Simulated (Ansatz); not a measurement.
# InN, pressure series

Consider InN in the wurtzite structure (space group P6_3mc, No. 186; a = 3.581 Å, c = 5.788 Å).

Cell and atoms are relaxed at each pressure.

Method: plane-wave PAW DFT at the PBE level (Ansatz, a quantum-chemistry and plane-wave program, 420 eV), no spin-orbit coupling.

**Question.** Only one of these has a band gap. Which?
(A) pressure −2 GPa
(B) pressure 4.5 GPa
(C) pressure 22.5 GPa
(D) pressure 0.9 GPa
(E) pressure 9 GPa

**Answer.** C, pressure 22.5 GPa. Computed: pressure 22.5 GPa: 0.11 eV; pressure −2 GPa: zero; pressure 9 GPa: zero; pressure 4.5 GPa: zero; pressure 0.9 GPa: zero

A case with no gap was solved on a k-mesh chosen for an insulator, which is coarse for it. Load acts through the strain it causes; cell and atoms are relaxed under it. Stability against distortions was not tested. Tetrahedral semiconductors of this kind turn to denser phases somewhere between about 1 and 50 GPa; those were not computed, so compressed cells here can lie past the real transition. All final runs are without spin polarisation. A zero or small gap of InN can be the functional's error rather than a property of the material.
